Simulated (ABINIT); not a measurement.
WC (Qusongite):

```
W C
1.0
     2.90650    0.00000    0.00000
    -1.45325    2.51710    0.00000
     0.00000    0.00000    2.83660
W C
1 1
Direct
  0.00000 0.00000 0.00000
  0.66667 0.33333 0.50000
```

Program: ABINIT 10.8.3 (patched build). Alike in all runs: cell as given; smearing fermi-dirac 0.05 eV. Hardware: 1 thread of Arm Neoverse V2, with other jobs on the host.

**Question.** Order these runs on this cell by their wall time, lowest first.
A. task band structure; level PBE; potentials or basis PseudoDojo NC SR PBE v0.4.1 standard; spin off; k mesh 10 × 10 × 9; cutoff (eV) 1116
B. task band structure; level BLYP; potentials or basis JTH PAW PBE v2.0; spin SOC, no magnetisation; k mesh 10 × 10 × 9; cutoff (eV) 544; fine-grid cutoff 1088.46 eV
C. task single point; level PBEsol; potentials or basis JTH PAW PBE v2.0; spin off; k mesh 13 × 13 × 12; cutoff (eV) 544; fine-grid cutoff 1088.46 eV

**Answer.** C (33 s), A (68 s), B (190 s).
